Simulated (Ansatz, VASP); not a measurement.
## Two plane-wave programs on BN

```
B N
1.0
     0.00000    3.59383    2.04897
     1.28691    0.00000    2.04897
     1.28691    3.59383    0.00000
B N
1 1
Direct
  0.00005 0.00005 0.99995
  0.66665 0.66665 0.33335
```

Alike in both runs: task single point; functional r2SCAN; k mesh 12 × 12 × 12; occupations gaussian, width 0.05 eV; no spin polarisation.

```csv
,VASP,Ansatz
version,VASP 6.6.1,Ansatz 0.2.0
potentials or method,"VASP PAW PBE potentials, release 64 (B, N)","scalar-relativistic, plane waves, PAW"
plane-wave cutoff (eV),520,500
valence electrons in the cell,8,8
```

```csv
,VASP,Ansatz,Ansatz less VASP
gap on the k mesh at the Fermi level (eV),4.78,4.75,-0.035
least direct gap on the mesh (eV),5.41,5.34,-0.063
pressure (GPa),11.4,11.0,-0.38
largest component of the traceless stress (GPa),38.59,38.27,-0.322
rms of the force components (eV/Å),0.885,0.887,+0.0017
```

Atom by atom the forces differ by 0.002 eV/Å (rms over components).

Caveats: the PAW data sets were made with another functional, which shifts forces and pressure a little (VASP). A k mesh can miss the band edges. r2SCAN opens gaps a little over a GGA but as a rule still falls short of measured ones.
